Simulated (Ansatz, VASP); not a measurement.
**RbBr in VASP and in Ansatz**

File INCAR:

```
SYSTEM = RbBr
PREC = Accurate
ENCUT = 520
EDIFF = 1E-7
ISMEAR = -1
SIGMA = 0.02
LREAL = .FALSE.
LASPH = .TRUE.
NELM = 80
ALGO = Normal
ISIF = 2
LWAVE = .FALSE.
LCHARG = .TRUE.
GGA = PE
LELF = .TRUE.
LVHAR = .TRUE.
NBANDS = 15
```

Contents of KPOINTS:

```
Automatic mesh
0
G
  6 6 6
  0 0 0
```

Contents of POSCAR:

```
RbBr
1.0
   -0.0688705577      3.4608320474      3.4608320474
    3.4608320474     -0.0688705577      3.4608320474
    3.3919614897      3.3919614897      0.0000000000
Rb Br
1 1
Direct
    0.0000000000      0.0000000000      0.0000000000
    0.5000000000      0.5000000000      0.5000000000
```

Input for Ansatz:

```yaml
crystal:
  lattice:
    - [-0.0688705577, 3.4608320474, 3.4608320474]
    - [3.4608320474, -0.0688705577, 3.4608320474]
    - [3.3919614897, 3.3919614897, 0.0]
  atoms:
    - { symbol: Rb, position: [0.0, 0.0, 0.0] }
    - { symbol: Br, position: [0.5, 0.5, 0.5] }
kpoints:
  mp_grid: { grid: [6, 6, 6] }
  band_path:
    path:
      - [0.0, 0.0, 0.0]
      - [0.5, 0.0, 0.5]
      - [0.625, 0.25, 0.625]
      - [0.375, 0.375, 0.75]
      - [0.5, 0.5, 0.5]
      - [0.5, 0.25, 0.75]
    npoints: 1
hamiltonian:
  xc: pbe
scf:
  occupations: { method: fermi_dirac, width: 0.02 }
  n_extra_bands: 4
output:
  forces: true
  stress: true
  eigenvalues: true
```

Change from the starting cell: shear_xy strain -4.0%.

Alike in both runs: task single point; functional PBE; k mesh 6 × 6 × 6; occupations fermi-dirac, width 0.02 eV; no spin polarisation.

```csv
,VASP,Ansatz
version,VASP 6.6.1,Ansatz 0.2.0
potentials or method,"VASP PAW PBE potentials, release 64 (Rb_sv, Br)","plane waves, PAW"
plane-wave cutoff (eV),520,420
valence electrons in the cell,16,16
```

|  | VASP | Ansatz | Ansatz less VASP |
| --- | --- | --- | --- |
| gap on the k mesh at the Fermi level (eV) | 4.25 | 4.25 | +0.002 |
| pressure (GPa) | 0.6 | 0.5 | -0.03 |
| largest component of the traceless stress (GPa) | 0.16 | 0.16 | +0.001 |

With one functional, cell and mesh, what is left measures potentials, basis and numerics.
